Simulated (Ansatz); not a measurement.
**Is this BN structure a true minimum?**

The cell was found from a structure generator's guess, not taken from experiment.

Level of theory: Ansatz 0.2.0, DFT PBE+D3(BJ), scalar-relativistic, plane waves, PAW. Cutoff 420 eV; k points 12×12×1 on the computed 4-atom cell (Γ-centred); Gaussian smearing, width 0.02 eV; no spin polarisation.

The cell below (4 atoms, layer group p-3m1 (No. 72)) is relaxed within its symmetry. The sheet is periodic along a and b; c holds vacuum.

```yaml
crystal:
  periodic: [true, true, false]
  lattice:
    - [2.50777, -0.00422, 0.00000]
    - [-1.25024, 2.17389, 0.00000]
    - [0.00000, 0.00000, 30.82820]
  atoms:
    - { symbol: B, position: [0.91686, 0.08330, 0.23755] }
    - { symbol: B, position: [0.58314, 0.41670, 0.34633] }
    - { symbol: N, position: [0.58352, 0.41664, 0.23750] }
    - { symbol: N, position: [0.91648, 0.08336, 0.34638] }
```

For the test a repeat of it with 8 atoms (edges 5.02, 2.51 Å) was strained at random (σ = 1.5 % a component), the atoms were moved at random (σ = 0.05 Å), and all was relaxed again on a coarse 6×6×1 mesh (in the run’s order of axes) with 0.10 eV smearing, with no symmetry imposed.

Question: Does it come back?

Answer: It returns, within 1 meV/atom of the unmoved cell on that mesh and with the same symmetry when read at 0.1 Å (P-1 at 0.01 Å, so small strains and shifts remain). So it is stable against the distortions that fit this cell and that this random move excites. Modes that don't fit the cell aren't tested.
